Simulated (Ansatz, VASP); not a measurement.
# Ag in VASP and in Ansatz

```
Ag
1.0
     0.00000    2.00620    2.00620
     2.00620    0.00000    2.00620
     2.00620    2.00620    0.00000
Ag
1
Direct
  0.00000 0.00000 0.00000
```

Alike in both runs: functional PBEsol; k mesh 24 × 24 × 24; occupations fermi-dirac, width 0.1 eV; no spin polarisation.

Ansatz relaxed the structure, and its values are those at the end. VASP's run is a single point on that final structure, the one shown.

|  | VASP | Ansatz |
| --- | --- | --- |
| version | VASP 6.6.1 | Ansatz 0.2.0 |
| potentials or method | VASP PAW PBE potentials, release 64 (Ag) | PAW with Ansatz's default frozen-core files, scalar-relativistic |
| plane-wave cutoff (eV) | 520 | 420 |
| valence electrons in the cell | 11 | 19 |

|  | VASP | Ansatz | Ansatz less VASP |
| --- | --- | --- | --- |
| pressure (GPa) | 3.7 | 4.0 | +0.27 |

The two sets of potentials don't hold the same shells in valence.

Caveats: the PAW data sets were made with another functional, which shifts forces and pressure a little (VASP).
